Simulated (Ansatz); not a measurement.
**AlNi: a one-atom displacement scan**

This session takes AlNi and sets out to measure how stiffly atom 5 (Ni) is held.

Program: Ansatz 0.2.0. Level of theory: DFT PBE, scalar-relativistic, plane waves, PAW. These are calculated values, not measurements.

1 further run of the same task is left out (set aside as unsound or not needed).

## (1) The structure to begin with

Symmetry: P4/mmm, No. 123, tetragonal system. The conventional cell has a = 2.889 Å, b = 2.889 Å, c = 2.901 Å, α = 90.00°, β = 90.00°, γ = 90.00°. Al (site symmetry 4/mmm) is surrounded by 8 Ni at 2.51 Å. Around Ni (site symmetry 4/mmm) lie 8 Al at 2.51 Å.

As a file:

```
Al Ni
1.0
     4.08561    0.00000   -2.90114
    -4.08561    0.00000   -2.90114
     0.00000    4.08563    2.90114
Al Ni
4 4
Direct
  0.00000 0.00000 0.00000
  0.50000 0.00000 0.50000
  0.00000 0.50000 0.50000
  0.50000 0.50000 0.00000
  0.00000 0.00000 0.50000
  0.50000 0.00000 0.00000
  0.00000 0.50000 0.00000
  0.50000 0.50000 0.50000
```

It goes back to an entry of the Materials Project, which need not be the stable form.

It is built from the cell relaxed beforehand with the same method (12.11 Å³/atom).

## (2) The reference: the undisturbed cell on the scan's mesh

File input.yaml:

```yaml
crystal:
  lattice:
    - [4.0856138832, 0.0, -2.9011416498]
    - [-4.0856138832, 0.0, -2.9011416498]
    - [0.0, 4.0856253446, 2.9011416498]
  atoms:
    - { symbol: Al, position: [0.0, 0.0, 0.0] }
    - { symbol: Al, position: [0.5, 1.0, 0.5] }
    - { symbol: Al, position: [0.0, 0.5, 0.5] }
    - { symbol: Al, position: [0.5, 0.5, 0.0] }
    - { symbol: Ni, position: [0.0, 0.0, 0.5] }
    - { symbol: Ni, position: [0.5, 0.0, 0.0] }
    - { symbol: Ni, position: [0.0, 0.5, 0.0] }
    - { symbol: Ni, position: [0.5, 0.5, 0.5] }
basis:
  ecutwfc: 420
kpoints:
  mp_grid: { grid: [14, 14, 14] }
hamiltonian:
  xc: pbe
scf:
  occupations: { method: gaussian, width: 0.15 }
output:
  forces: true
  stress: true
  eigenvalues: true
  write_density: true
  write_potential: true
  elf: true
  volumetric_format: npy
```

On the command line:

```
> ansatz run input.yaml --threads 1 --pin off --max-ram 2560MiB --backend cpu --events-out ev --progress --plain --runs-dir out
```

Log:

```text
Warning: crystal.lattice, of which some number shows no typed digit to judge by, misses the space group found at crystal.symmetry.tolerance 1.0e-5 by more than rounding, which is why this is a warning: the operation that it misses by the most changes a squared length by the fraction 5.61e-6, and from 1e-6 on that is taken for a strain and not for rounding. The run uses the lattice that is a stretch of the typed one, with no rotation, onto the one that keeps every operation to a double's rounding (on a very oblique basis the stretch itself rounds by more); the deck's lattice vector that moved farthest moved by 5.73e-6 Å. To run the lattice as typed, set crystal.symmetry.tolerance under 5.61e-6, the least fraction by which an operation that the lattice misses changes a squared length (the same key also sets how far an atom may lie from its image, so lowering it can lose operations that the atoms keep only within it), or set crystal.symmetry.detect: false (a key that needs symmetry detection or time reversal refuses this as the deck is read). crystal.lattice made exact, in Å and degrees: [[4.0856196139040195, 2.173912113051453e-16, -2.9011416498], [-4.0856196139040195, 2.173912113051453e-16, -2.9011416498], [0.0, 4.085619613904019, 2.9011416497999996]]. Pasted over the deck's crystal.lattice, beside positions in fractional coordinates, it runs the same cell (given as lengths and angles, that cell in the form's own orientation, a rigid turn of the misfit's size from the one run here, for which a checkpoint.post_process_only pass over this run's state can be refused: where this run relaxes nothing, give such a pass this deck's own crystal.lattice, as typed; behind a relaxation, as crystal.lattice, the state's own cell, identity.cell in its checkpoint.json), and a matrix so pasted ends this notice, except on a very skew basis of the lattice, where the rounding of the pasted numbers themselves can read as a misfit: the cell is then moved again, and that move is told again. The lattice as run is in this notice's lattice.as_run_ang field (Run.prep()["deck_notices"] in Python, the deck_notice line of an events file, deck_notices of ansatz run --dry-run=json, or deck_notices in record.json in the deck's checkpoint.write directory).
Warning: RAYON_NUM_THREADS=1 ignored (pool sized by the plan → 1); use --threads N
Engine: ansatz 0.2.0, x86_64-unknown-linux-gnu
Pseudopotentials: kind: paw
Pseudopotential: Al, paw, valence charge 3, recommended cutoff 420 eV (normal), Al.paw.azcp
Pseudopotential: Ni, paw, valence charge 18, recommended cutoff 420 eV (normal), Ni.paw.azcp
Functional definition: PBE
  parameter kappa = 0.804
  parameter beta = 0.06672455060314922
  exchange = pbe_x(kappa = kappa, mu = beta*pi^2/3)
  correlation = pbe_c(beta = beta)
Crystal: 8 atoms, lattice volume = 96.853 Å³
Basis set: ecut = 420 eV, 1865 PW (Γ), exchange–correlation on 72×72×72 points (8 copies of the dense FFT grid, shifted against one another)
Bands: 51, of which v1, the nominal top of the filled ones, is band 42 counted from 1 (41 counted from 0)
Symmetry: 64 space group operations
Space group: P4/mmm (ITA 123), of the structure as read, at distance tolerance 4.6e-5 Å
k-points: 244 of 2744
Non-local potential: Al, projectors of the file, l = 0: 2, l = 1: 2, l = 2: 1
Non-local potential: Ni, projectors of the file, l = 0: 3, l = 1: 2, l = 2: 3, l = 3: 1
PAW form: soft (Blöchl's): semilocal exchange-correlation on the pseudo side does not see the compensation charge
PAW one-centre angular grid: Al, 110 points (default); XC on 64 Gauss nodes
PAW one-centre angular grid: Ni, 590 points (default); XC on 64 Gauss nodes
Initial density: superposition of atomic densities (neutral atoms: chi_scale 0, normalization atom), corrected by the library's trained network
Initial wavefunctions: pseudopotential atomic-orbital guess
Functional: x = pbe(κ = 0.804, μ = 0.2195149727645171), c = pbe(β = 0.06672455060314922)
SCF iter   1: F=—  HF=-25514.142637 eV  |F-HF|=—  |Δ(HF+E_count)|=         —  Δρ=9.79e-4  dr2=3.01e-4  ethr=1.77e-3  ⟨swp⟩=7.9  Hψ=50848  notcnv=0  defer=17
preconditioner: auto → Kerker (q_TF=auto, 2.664 Å⁻¹)  [metal: Δε(μ)=0.014 eV  Ē_g=6.598 eV  σ=0.150 eV  W_gap=0.05  n_scr=42 (ndim 8)  ℏωp=27.2 eV  f_vac=0.000  D(μ)=3.22/eV (n_scr^D=18)]
SCF iter   2: F=—  HF=-25514.141972 eV  |F-HF|=—  |Δ(HF+E_count)|=   6.65e-4  Δρ=1.15e-3  dr2=8.17e-4  ethr=3.58e-7  ⟨swp⟩=2.9  Hψ=24306  notcnv=0  defer=18
SCF iter   3: F=—  HF=-25514.141993 eV  |F-HF|=—  |Δ(HF+E_count)|=   2.13e-5  Δρ=4.98e-4  dr2=1.60e-4  ethr=3.58e-7  ⟨swp⟩=2.0  Hψ=15221  notcnv=0  defer=18
SCF iter   4: F=—  HF=-25514.142016 eV  |F-HF|=—  |Δ(HF+E_count)|=   2.29e-5  Δρ=1.03e-4  dr2=5.46e-6  ethr=1.91e-7  ⟨swp⟩=2.4  Hψ=16224  notcnv=0  defer=18
SCF iter   5: F=—  HF=-25514.142056 eV  |F-HF|=—  |Δ(HF+E_count)|=   4.05e-5  Δρ=6.54e-5  dr2=2.09e-6  ethr=6.50e-9  ⟨swp⟩=2.1  Hψ=17541  notcnv=0  defer=18
SCF iter   6: F=—  HF=-25514.142056 eV  |F-HF|=—  |Δ(HF+E_count)|=   1.66e-7  Δρ=4.61e-5  dr2=1.28e-6  ethr=2.49e-9  ⟨swp⟩=1.0  Hψ=11911  notcnv=0  defer=18
SCF iter   7: F=-25514.142056 eV  HF=-25514.142056 eV  |F-HF|=4.66e-9  |Δ(HF+E_count)|=   1.82e-7  Δρ=3.46e-6  dr2=8.26e-9  ethr=1.19e-10  ⟨swp⟩=10.6  Hψ=83674  notcnv=0
SCF 1 converged in 7 iterations: F = -25514.142056 eV  dr2 = 8.26e-9
SCF converged after 7 iterations
Free energy (F): -25514.142056 eV
Harris-Foulkes:  -25514.142056 eV  (|F-HF|=4.66e-9)
Internal energy: -25514.106006 eV  (E = F + TS)
E sigma→0 (E₀):  -25514.124031 eV
Entropy (-TS):   -0.036050 eV (-4.506 meV/atom)
Fermi energy:    13.774490 eV
--- Per-component energies (eV) ---
  E_band       = -1359.713524
  E_kinetic    = 1242.327514
  E_local      = -17856.913382  (includes V_loc(G=0)·N_el)
  E_nonlocal   = 2591.079530
  E_hartree    = 7682.897428
  E_xc         = -504.292154
  E_vxc        = -561.431186  (∫ρ·V_xc dr)
  E_paw        = -8401.630685  (= ΣΔE_a)
  E_vpaw       = -2140.560879  (= ΣTr[D̂ρ^β])
  E_aug_tail   = 0.001945  (compensation charges beyond the density's cutoff)
  E_ewald      = -10267.576202
  E_smearing   = -0.036050  (= −TS)
  E_closure    = -0.000000  (closes the sum)
  Σ components = -25514.142056   (vs F -25514.142056, Δ=0.00e0)
--- Forces (eV/Å), atoms counted from 1 ---
  atom   1  Al    -0.00000000     0.00000000     0.00000000
  atom   2  Al     0.00000000     0.00000000    -0.00000000
  atom   3  Al     0.00000000    -0.00000000    -0.00000000
  atom   4  Al     0.00000000    -0.00000000    -0.00000000
  atom   5  Ni    -0.00000000    -0.00000000     0.00000000
  atom   6  Ni    -0.00000000     0.00000000    -0.00000000
  atom   7  Ni    -0.00000000     0.00000000    -0.00000000
  atom   8  Ni    -0.00000000     0.00000000    -0.00000000
  max |Σ_I F_I| component: 2.48e-29 eV/Å
--- Stress (GPa, compression-positive) ---
        0.121546       0.000000      -0.000000
       -0.000000       0.121546      -0.000000
       -0.000000      -0.000000      -0.163131
  P = ⅓ Tr σ = 0.0267 GPa (0.267 kbar)
--- Band table (eV; the first three rows and the last of 244) ---
  k-point 0: bands = ["-89.5082", "-89.5056", "-89.5056", "-89.5056", "-49.9299", "-49.9299", "-49.9298", "-49.9298", "-49.9296", "-49.9296", "-49.9107", "-49.9099", "-49.9099", "-49.9074", "-49.9066", "-49.9066", "2.7001", "8.5003", "8.5003", "8.5230", "10.4394", "10.4394", "10.4509", "10.5963", "10.5997", "10.8796", "10.8796", "10.9005", "10.9005", "10.9175", "10.9175", "11.7295", "11.7295", "11.7447", "11.7447", "11.7490", "11.7490", "12.2642", "12.2642", "12.2753", "12.7870", "12.7870", "12.7964", "15.1954", "15.1954", "15.2342", "16.1899", "16.1899", "16.2262", "19.0994", "19.2483"]
  k-point 1: bands = ["-89.5082", "-89.5056", "-89.5056", "-89.5056", "-49.9296", "-49.9296", "-49.9296", "-49.9296", "-49.9296", "-49.9296", "-49.9107", "-49.9101", "-49.9101", "-49.9074", "-49.9069", "-49.9069", "2.7468", "8.4523", "8.4809", "8.4809", "10.1719", "10.2768", "10.2768", "10.6005", "10.6039", "10.8495", "10.8495", "10.9063", "10.9719", "10.9719", "11.1120", "11.7323", "11.7363", "11.8104", "11.8104", "11.8120", "11.8120", "12.2518", "12.2544", "12.2576", "12.8105", "12.8105", "12.8431", "15.2807", "15.2807", "15.3748", "16.2477", "16.2477", "16.3465", "18.9049", "19.0483"]
  k-point 2: bands = ["-89.5081", "-89.5057", "-89.5056", "-89.5056", "-49.9296", "-49.9296", "-49.9289", "-49.9288", "-49.9288", "-49.9288", "-49.9109", "-49.9109", "-49.9106", "-49.9077", "-49.9077", "-49.9075", "2.8867", "8.1735", "8.4278", "8.4278", "9.8524", "9.9714", "9.9714", "10.6031", "10.6250", "10.7849", "10.7849", "10.8762", "11.0730", "11.0730", "11.3103", "11.7411", "11.7563", "11.9309", "11.9309", "11.9602", "11.9602", "12.1914", "12.2167", "12.2381", "12.8832", "12.8832", "12.9804", "15.5488", "15.5488", "15.6142", "16.4247", "16.4247", "16.8241", "18.2032", "18.5787"]
  k-point 243: bands = ["-89.5070", "-89.5069", "-89.5069", "-89.5043", "-49.9319", "-49.9319", "-49.9317", "-49.9280", "-49.9280", "-49.9277", "-49.9091", "-49.9091", "-49.9083", "-49.9083", "-49.9082", "-49.9082", "6.8462", "6.8925", "6.8925", "7.0229", "7.0397", "7.0397", "9.7288", "9.7294", "9.7294", "11.0637", "11.0713", "11.0713", "11.5537", "11.5537", "11.5769", "11.5769", "11.5772", "11.5772", "12.3531", "12.3531", "12.3609", "12.8141", "12.8247", "13.1259", "13.1563", "13.1563", "15.7392", "15.7473", "15.7473", "17.3469", "18.1616", "18.1616", "18.2058", "21.2982", "21.9726"]
```

Wall time 69 s (1 thread of AMD EPYC 7R43 (Zen 3), shared host); peak memory 0.96 GiB.

Density in a lattice plane of the grid's cell (edges 5.01 and 5.01 Å, at 0.000 of the third edge), which holds Al and Ni.

Ten even steps from '0' (0.06 e/Å³) to '9' (60.72 e/Å³):
```
000000000025531000000000
000000000011100000000000
000000000000000000000000
000000000000000000000000
000000000000000000000000
000000000000000000000000
000000000000000000000000
111000000000000000000000
552000000000000000000013
962000000000000000000026
531000000000000000000025
100000000000000000000011
000000000000000000000000
000000000000000000000000
000000000000000000000000
000000000000000000000000
000000000000000000000000
000000000000111000000000
000000000013552000000000
000000000026962000000000
```
Columns run along the first of these edges and rows up along the second, over one cell in 24 and 20 even steps from the bottom left corner. Atoms in the plane (fractional): Al at (0.00, 0.00), Al at (0.50, 0.50), Ni at (1.00, 0.50), Ni at (0.50, 1.00).

ELF in the same plane.

Ten even steps from '0' (0.02) to '9' (0.74):
```
000366422357764323564100
013665322345432234664100
356665322223322345665432
666554322222234556666666
543333433334556666666665
222222345566666666665543
332222356665323456654322
454322356631000146643223
775322466300000146532346
985323565101110156532358
764323564100000366422357
432234664100013665322345
322345665432356665322223
234556666666666554322222
556666666665543333433334
666666665543222222345566
323456654322332222356665
000146643223454322356631
000146532346775322466300
110156532358985323565101
```
Columns run along the first of these edges and rows up along the second, over one cell in 24 and 20 even steps from the bottom left corner. Atoms in the plane (fractional): Al at (0.00, 0.00), Al at (0.50, 0.50), Ni at (1.00, 0.50), Ni at (0.50, 1.00).

Both are smooth fields of the valence electrons: close to the nuclei they are not physical.

Outside the cores ELF peaks at 0.52 in the shell around Al, 1.0 Å from Al; 0.52 beside Al, off the lines to its neighbours, 1.1 Å from Al.

The cell is repeated 4 times, 8 atoms in all. Reference values: F = -25514.1421 eV; pressure 0.03 GPa; largest force 0.000 eV/Å; gap on the mesh none (metal).

## (3) Setting up a one-atom displacement scan

Atom 5 (Ni) is moved by x along the Cartesian unit vector (0.000, 0.000, 1.000); the cell and all other atoms stay fixed. Forces below are components along that vector, summed over the moved atoms. In a periodic cell its images move with it.

## (4) Point x = -0.300 Å

File input.yaml:

```yaml
crystal:
  lattice:
    - [4.0856196139, 0.0, -2.9011416498]
    - [-4.0856196139, 0.0, -2.9011416498]
    - [0.0, 4.0856196139, 2.9011416498]
  atoms:
    - { symbol: Al, position: [0.0, 0.0, 0.0] }
    - { symbol: Al, position: [0.5, 1.0, 0.5] }
    - { symbol: Al, position: [0.0, 0.5, 0.5] }
    - { symbol: Al, position: [0.5, 0.5, 0.0] }
    - { symbol: Ni, position: [0.0517037836, 0.0517037836, 0.5] }
    - { symbol: Ni, position: [0.5, 0.0, 0.0] }
    - { symbol: Ni, position: [0.0, 0.5, 0.0] }
    - { symbol: Ni, position: [0.5, 0.5, 0.5] }
basis:
  ecutwfc: 420
kpoints:
  mp_grid: { grid: [14, 14, 14] }
hamiltonian:
  xc: pbe
scf:
  occupations: { method: gaussian, width: 0.15 }
output:
  forces: true
  stress: true
  eigenvalues: true
```

On the command line:

```
> ansatz run input.yaml --threads 1 --pin off --max-ram 2560MiB --backend cpu --events-out ev --progress --plain --runs-dir out
```

Log, shortened:

```text
Warning: RAYON_NUM_THREADS=1 ignored (pool sized by the plan → 1); use --threads N
[...]
[... 4 set-up lines as earlier in the session ...]
[...]
Crystal: 8 atoms, lattice volume = 96.853 Å³
Basis set: ecut = 420 eV, 1865 PW (Γ), exchange–correlation on 72×72×72 points (8 copies of the dense FFT grid, shifted against one another)
Bands: 51, of which v1, the nominal top of the filled ones, is band 42 counted from 1 (41 counted from 0)
Symmetry: 8 space group operations
Space group: I4mm (ITA 107), of the structure as read, at distance tolerance 4.6e-5 Å
k-points: 244 of 2744 (time reversal used)
[...]
SCF converged after 8 iterations
Free energy (F): -25513.826676 eV
[...]
E sigma→0 (E₀):  -25513.808749 eV
Entropy (-TS):   -0.035855 eV (-4.482 meV/atom)
Fermi energy:    13.756691 eV
[...]
--- Forces (eV/Å), atoms counted from 1 ---
  atom   1  Al    -0.00000000    -0.64171951    -0.42756414
  atom   2  Al     0.64171951     0.00000000    -0.42756414
  atom   3  Al    -0.64171951     0.00000000    -0.42756414
  atom   4  Al    -0.00000000     0.64171951    -0.42756414
  atom   5  Ni     0.00000000    -0.00000000     2.18449907
  atom   6  Ni    -0.00000000     0.00000000    -0.14210194
  atom   7  Ni    -0.00000000     0.00000000    -0.14210194
  atom   8  Ni    -0.00000000     0.00000000    -0.19004494
[...]
--- Stress (GPa, compression-positive) ---
        1.800977       0.000000       0.000000
        0.000000       1.800977       0.000000
        0.000000       0.000000       2.070872
  P = ⅓ Tr σ = 1.8909 GPa (18.909 kbar)
--- Band table (eV; the first three rows and the last of 244) ---
[...]
```

Wall time 1.9 min (1 thread of AMD EPYC 7R43 (Zen 3), shared host); peak memory 1 GiB.

## (5) x = 0.225 Å

input.yaml: that of step 4 with these lines changed.

```diff
@@ -10,3 +10,3 @@
     - { symbol: Al, position: [0.5, 0.5, 0.0] }
-    - { symbol: Ni, position: [0.0517037836, 0.0517037836, 0.5] }
+    - { symbol: Ni, position: [-0.0387778377, -0.0387778377, 0.5] }
     - { symbol: Ni, position: [0.5, 0.0, 0.0] }
```

On the command line:

```
> ansatz run input.yaml --threads 1 --pin off --max-ram 2560MiB --backend cpu --events-out ev --progress --plain --runs-dir out
```

Log, shortened:

```text
Warning: RAYON_NUM_THREADS=1 ignored (pool sized by the plan → 1); use --threads N
[...]
[... 4 set-up lines as earlier in the session ...]
[...]
Crystal: 8 atoms, lattice volume = 96.853 Å³
Basis set: ecut = 420 eV, 1865 PW (Γ), exchange–correlation on 72×72×72 points (8 copies of the dense FFT grid, shifted against one another)
Bands: 51, of which v1, the nominal top of the filled ones, is band 42 counted from 1 (41 counted from 0)
[... 2 set-up lines as earlier in the session ...]
k-points: 244 of 2744 (time reversal used)
[...]
SCF converged after 8 iterations
Free energy (F): -25513.967729 eV
[...]
E sigma→0 (E₀):  -25513.949777 eV
Entropy (-TS):   -0.035904 eV (-4.488 meV/atom)
Fermi energy:    13.763912 eV
[...]
--- Forces (eV/Å), atoms counted from 1 ---
  atom   1  Al     0.00000000     0.46355969     0.32062539
  atom   2  Al    -0.46355969     0.00000000     0.32062539
  atom   3  Al     0.46355969     0.00000000     0.32062539
  atom   4  Al     0.00000000    -0.46355969     0.32062539
  atom   5  Ni    -0.00000000     0.00000000    -1.58528158
  atom   6  Ni     0.00000000    -0.00000000     0.10419733
  atom   7  Ni     0.00000000    -0.00000000     0.10419733
  atom   8  Ni     0.00000000     0.00000000     0.09439201
[...]
--- Stress (GPa, compression-positive) ---
        1.056040       0.000000       0.000000
        0.000000       1.056040       0.000000
        0.000000       0.000000       1.106619
  P = ⅓ Tr σ = 1.0729 GPa (10.729 kbar)
--- Band table (eV; the first three rows and the last of 244) ---
[...]
```

It took 2.4 min on 1 thread of AMD EPYC 7R43 (Zen 3), shared host; peak memory 1 GiB.

## (6) x = -0.150 Å

input.yaml: that of step 5 with these lines changed.

```diff
@@ -10,3 +10,3 @@
     - { symbol: Al, position: [0.5, 0.5, 0.0] }
-    - { symbol: Ni, position: [-0.0387778377, -0.0387778377, 0.5] }
+    - { symbol: Ni, position: [0.0258518918, 0.0258518918, 0.5] }
     - { symbol: Ni, position: [0.5, 0.0, 0.0] }
```

On the command line:

```
> ansatz run input.yaml --threads 1 --pin off --max-ram 2560MiB --backend cpu --events-out ev --progress --plain --runs-dir out
```

Log, shortened:

```text
Warning: RAYON_NUM_THREADS=1 ignored (pool sized by the plan → 1); use --threads N
[...]
[... 4 set-up lines as earlier in the session ...]
[...]
Crystal: 8 atoms, lattice volume = 96.853 Å³
Basis set: ecut = 420 eV, 1865 PW (Γ), exchange–correlation on 72×72×72 points (8 copies of the dense FFT grid, shifted against one another)
Bands: 51, of which v1, the nominal top of the filled ones, is band 42 counted from 1 (41 counted from 0)
[... 2 set-up lines as earlier in the session ...]
k-points: 244 of 2744 (time reversal used)
[...]
SCF converged after 8 iterations
Free energy (F): -25514.065581 eV
[...]
E sigma→0 (E₀):  -25514.047594 eV
Entropy (-TS):   -0.035975 eV (-4.497 meV/atom)
Fermi energy:    13.769650 eV
[...]
--- Forces (eV/Å), atoms counted from 1 ---
  atom   1  Al    -0.00000000    -0.30034153    -0.21341343
  atom   2  Al     0.30034153     0.00000000    -0.21341343
  atom   3  Al    -0.30034153     0.00000000    -0.21341343
  atom   4  Al    -0.00000000     0.30034153    -0.21341343
  atom   5  Ni     0.00000000    -0.00000000     1.03049163
  atom   6  Ni    -0.00000000     0.00000000    -0.06813508
  atom   7  Ni    -0.00000000     0.00000000    -0.06813508
  atom   8  Ni    -0.00000000     0.00000000    -0.04058248
[...]
--- Stress (GPa, compression-positive) ---
        0.532717       0.000000       0.000000
        0.000000       0.532717       0.000000
        0.000000       0.000000       0.405301
  P = ⅓ Tr σ = 0.4902 GPa (4.902 kbar)
--- Band table (eV; the first three rows and the last of 244) ---
[...]
```

It took 99 s on 1 thread of AMD EPYC 7R43 (Zen 3), shared host; peak memory 1 GiB.

## (7) All points together

The scan, with free energies counted from the undisturbed cell:

| x (Å) | ΔE (meV/cell) | force on the moved atoms (eV/Å) | pressure (GPa) |
| --- | --- | --- | --- |
| -0.300 | 315.4 | 2.184 | 1.9 |
| -0.150 | 76.5 | 1.030 | 0.5 |
| 0.000 | 0.0 | 0.000 | 0.0 |
| 0.225 | 174.3 | -1.585 | 1.1 |

## (8) Outcome

| quantity | value |
| --- | --- |
| force constant along x, from the points at -0.150, 0 and 0.225 Å | 6.94 eV/Å² |

In words: The restoring force grows by 6.94 eV/Å per Å near the site; for the mass of Ni against a rigid frame that is a vibration of about 179 cm⁻¹. The step of 0.23 Å is wide, so anharmonic terms mix in. No sampled point lies below the undisturbed cell. Spin polarisation is off in the runs that give these values; a magnetic solution could lie lower.
